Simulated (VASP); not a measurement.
# Li (P6_3/mmc) in VASP: further runs, part 2 of 2

VASP 6.6.1.

### Step 4. Single point, RPBE

This run uses another cell than the first one, of 18.53 Å³/atom, 0.880 times its volume.

The input, INCAR:

```
  PREC = Accurate
  ENCUT = 520
  EDIFF = 1E-7
  ISMEAR = -1
  SIGMA = 0.1
  LREAL = False
  LASPH = True
  NELM = 60
  ALGO = Normal
  ISIF = 2
  LWAVE = False
  LCHARG = True
  GGA = RP
  LELF = True
  LVHAR = True
  NBANDS = 14
```

The input, KPOINTS:

```
regular mesh
0
Gamma
  13 13 4
```

The input, POSCAR:

```
Li
1.0
    2.9724376886      0.0000000000      0.0000000000
   -1.4862188443      2.5742065495      0.0000000000
    0.0000000000      0.0000000000      9.6878125016
Li
4
Direct
    0.0000000000      0.0000000000      0.0000000000
    0.0000000000      0.0000000000      0.5000000000
    0.3333333333      0.6666666667      0.2500000000
    0.6666666667      0.3333333333      0.7500000000
```

Potentials or basis: VASP PAW PBE potentials, release 64 (Li_sv).

Launch:

```sh
cat potpaw_PBE.64/Li_sv/POTCAR > POTCAR
mpirun -np 1 vasp_std > vasp.out
```

OUTCAR:

```text
PREC = Accurate
   ENCUT = 520
   EDIFF = 1E-7
   ISMEAR = -1
   LREAL = False
   LASPH = True
   NELM = 60
   ISIF = 2
   GGA = RP

 ion  position               nearest neighbor table
   1  0.000  0.000  0.000-
   2  0.000  0.000  0.500-
   3  0.333  0.667  0.250-
   4  0.667  0.333  0.750-

  LATTYP: Found a hexagonal cell.
 ALAT       =     2.9724376886
 C/A-ratio  =     3.2592146637

[... 596 lines left out ...]
     10       7.8347      0.00000
     11      11.0325      0.00000
     12      11.7446      0.00000
     13      12.2593      0.00000
     14      12.5860      0.00000

 [... further k-points ...]
[... 5 lines left out ...]
  --------------------------------------------------------------------------------------
  -------------------------------------------------------------------------------------
  Total        0.8939254      0.8939254      0.9619515     -0.0000000      0.0000000      0.0000000
  in kB       19.3210161     19.3210161     20.7913107     -0.0000000      0.0000000      0.0000000
  external PRESSURE =      19.8111143 kB  Pullay stress =       0.0000000 kB

 VOLUME and BASIS-vectors are now :
 -----------------------------------------------------------------------------
  energy-cutoff  :      520.00
  volume of cell :       74.13
      direct lattice vectors                 reciprocal lattice vectors
     2.972437689  0.000000000  0.000000000     0.336424210  0.194234608  0.000000000
    -1.486218844  2.574206549  0.000000000     0.000000000  0.388469216  0.000000000
     0.000000000  0.000000000  9.687812502     0.000000000  0.000000000  0.103222477

 POSITION                                       TOTAL-FORCE (eV/Angst)
 -----------------------------------------------------------------------------------
      0.00000      0.00000      0.00000         0.000000      0.000000      0.000000
      0.00000      0.00000      4.84391         0.000000      0.000000      0.000000
     -0.00000      1.71614      2.42195        -0.000000      0.000000     -0.000000
      1.48622      0.85807      7.26586         0.000000     -0.000000      0.000000
 -----------------------------------------------------------------------------------
    total drift:                               -0.000000      0.000000      0.000000

  FREE ENERGIE OF THE ION-ELECTRON SYSTEM (eV)
  ---------------------------------------------------
  free  energy   TOTEN  =        -7.2192116047 eV

  energy  without entropy=       -7.1523200675  energy(sigma->0) =       -7.18576584
```

OSZICAR:

```text
N       E                     dE             d eps       ncg     rms          rms(c)
DAV:   1     0.437910215042E+02    0.43791E+02   -0.49754E+03  1764   0.821E+02
DAV:   2     0.368090475602E+01   -0.40110E+02   -0.38584E+02  2140   0.191E+02
DAV:   3    -0.702145518228E+01   -0.10702E+02   -0.10594E+02  3446   0.479E+01
DAV:   4    -0.722065700657E+01   -0.19920E+00   -0.19909E+00  2284   0.119E+01
DAV:   5    -0.722741806745E+01   -0.67611E-02   -0.67608E-02  2872   0.171E+00    0.375E-01
DAV:   6    -0.722123373406E+01    0.61843E-02   -0.19125E-03  2756   0.290E-01    0.239E-01
DAV:   7    -0.721934506286E+01    0.18887E-02   -0.31032E-03  2956   0.329E-01    0.402E-02
DAV:   8    -0.721924620362E+01    0.98859E-04   -0.25261E-05  2334   0.307E-02    0.758E-03
DAV:   9    -0.721922130529E+01    0.24898E-04   -0.21920E-06  2746   0.834E-03    0.136E-03
DAV:  10    -0.721921420387E+01    0.71014E-05   -0.59955E-08  1882   0.234E-03    0.976E-04
DAV:  11    -0.721921199479E+01    0.22091E-05   -0.24448E-08  1698   0.149E-03    0.121E-04
DAV:  12    -0.721921169834E+01    0.29645E-06   -0.12051E-08  1494   0.946E-04    0.104E-04
DAV:  13    -0.721921160474E+01    0.93594E-07   -0.41039E-09  1368   0.482E-04
   1 F= -.72192116E+01 E0= -.71857658E+01  d E =-.668915E-01
```

stdout:

```text
POSCAR found type information on POSCAR Li
 POSCAR found :  1 types and       4 ions
 scaLAPACK will be used
 -----------------------------------------------------------------------------
|                                                                             |
|                                                                             |
|     You enforced a specific xc type in the INCAR file but a different       |
|     I HOPE YOU KNOW WHAT YOU ARE DOING!                                     |
|                                                                             |
 -----------------------------------------------------------------------------

 LDA part: xc-table for (Slater+PW92), standard interpolation
 POSCAR, INCAR and KPOINTS ok, starting setup
 FFT: planning ... GRIDC
 FFT: planning ... GRID_SOFT
 FFT: planning ... GRID
 WAVECAR not read
 entering main loop
```

Wall time 32 s (1 thread of Intel Xeon 6975P-C (Granite Rapids), shared host); peak memory 0.2 GiB.

Results:

* Free energy: -7.2192 eV
* Band gap on the k mesh: none (metal or under the smearing width)

Caveat: the cutoff is under 1.25 times the usual one of these potentials, so pressure, stress and relaxed cells hold a basis-set (Pulay) error; the PAW data sets were made with another functional, which shifts forces and pressure a little.

### Step 5. Single point, RPBE

This run uses another cell than the first one, of 21.90 Å³/atom, 1.040 times its volume.

The input, INCAR:

```
PREC = Accurate ; ENCUT = 520
EDIFF = 1E-7 ; ISMEAR = -1
SIGMA = 0.1 ; LREAL = False
LASPH = True ; NELM = 100
ALGO = Fast ; ISIF = 2
LWAVE = False ; LCHARG = False
GGA = RP ; NBANDS = 14
```

KPOINTS is that of step 4.

The input, POSCAR:

```
Li
1.0
    3.1426521640      0.0000000000      0.0000000000
   -1.5713260820      2.7216166093      0.0000000000
    0.0000000000      0.0000000000     10.2425780157
Li
4
Direct
    0.0000000000      0.0000000000      0.0000000000
    0.0000000000      0.0000000000      0.5000000000
    0.3333333333      0.6666666667      0.2500000000
    0.6666666667      0.3333333333      0.7500000000
```

Launch:

```sh
cat potpaw_PBE.64/Li_sv/POTCAR > POTCAR
mpirun -np 1 vasp_std > vasp.out
```

It took 56 s on 1 thread of Intel Xeon 6975P-C (Granite Rapids), shared host; peak memory 0.21 GiB.

The run converged. Its results:

- Free energy: -7.2758 eV
- Band gap on the k mesh: none (metal or under the smearing width)

Levels at points of the mesh, in eV from the Fermi level:
| k point | band 3 | band 4 | band 5 | band 6 | band 7 | band 8 | band 9 | band 10 |
| --- | --- | --- | --- | --- | --- | --- | --- | --- |
| (0.00, 0.00, 0.00) | -46.86 | -46.85 | -3.48 | -2.39 | -2.39 | 0.02 | 2.70 | 7.61 |
| (0.00, 0.00, 0.50) | -46.85 | -46.85 | -3.20 | -3.20 | -1.08 | -1.08 | 4.43 | 4.43 |

Caveat: the cutoff is under 1.25 times the usual one of these potentials, so pressure, stress and relaxed cells hold a basis-set (Pulay) error; the PAW data sets were made with another functional, which shifts forces and pressure a little.

### Step 6. The runs side by side

| cell | k mesh | gap on the mesh (eV) |
| --- | --- | --- |
| P6_3/mmc, 21.06 Å³/atom | 15 × 15 × 4 | none |
| P6_3/mmc, 23.59 Å³/atom | 13 × 13 × 4 | none |
| P6_3/mmc, 18.53 Å³/atom | 13 × 13 × 4 | none |
| P6_3/mmc, 21.9 Å³/atom | 13 × 13 × 4 | none |

Alike in all rows: task single point; level RPBE; potentials or basis VASP PAW PBE potentials, release 64 (Li_sv); no spin polarisation; cutoff (eV) 520; smearing fermi-dirac 0.1 eV.

Every run on the cell as given and a fine mesh finds a metal.

Caveats: the cutoff is under 1.25 times the usual one of these potentials, so pressure, stress and relaxed cells hold a basis-set (Pulay) error; the PAW data sets were made with another functional, which shifts forces and pressure a little.

Absolute energies hang on the potentials; compare differences alone.
